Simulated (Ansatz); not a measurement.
Response of HgTe to small distortions

```
CELL_PARAMETERS angstrom
0.00000 3.22350 3.22350
3.22350 0.00000 3.22350
3.22350 3.22350 0.00000
ATOMIC_POSITIONS crystal
Hg 0.00000 0.00000 0.00000
Te 0.75000 0.75000 0.75000
```

Atom numbers follow the list: Hg1, Te2.

The cell is COD entry 1539232, as deposited and not checked against the literature; nothing was relaxed.

Spin–orbit coupling is left out, though it moves levels of the heavy atoms by tenths of an eV or more.

Level of theory: Ansatz 0.2.0, DFT, PBE, all-electron PAW with datasets made for the crystal, scalar-relativistic.

Numerical set-up: a Γ-centred 9×9×9 k mesh, Fermi–Dirac smearing of 0.05 eV, cutoff 240 eV (chosen by the program for this cell), no spin polarisation.

The unchanged cell is at 4.08 GPa.

In a metal, stresses and small energies carry noise from the k mesh.

x, y and z are the Cartesian axes of the cell as listed; fractional coordinates follow a strain, and an engineering shear is twice the off-diagonal strain component.

With z strained by -2 % at fixed volume: energy change under 1 meV/atom; stress change (xx, yy, zz, yz, xz, xy) -0.13, -0.13, 0.20, 0.00, 0.00, 0.00 GPa, compression positive.

Problem. With this change (z strained by +3 % at fixed volume), what becomes of the energy and stress?

Solution. Energy change +2 meV/atom; stress change (xx, yy, zz, yz, xz, xy) 0.16, 0.16, -0.43, 0.00, 0.00, 0.00 GPa, compression positive.

Problem. With this change (atom 1 (Hg) moved by (0.0289, 0.0289, 0.0289) Å), what becomes of the energy and stress and forces?

Solution. Energy change +2 meV/atom; stress change (xx, yy, zz, yz, xz, xy) 0.04, 0.04, 0.04, -0.42, -0.42, -0.42 GPa, compression positive; change of the force on Hg1 (-0.106, -0.106, -0.106) eV/Å.

Problem. What force constant does this one finite step give for Hg1 along its displacement (all its periodic images move with it)?

Solution. k = −ΔF·u/|u|² = 3.68 eV/Å², so the force pulls the atom back.
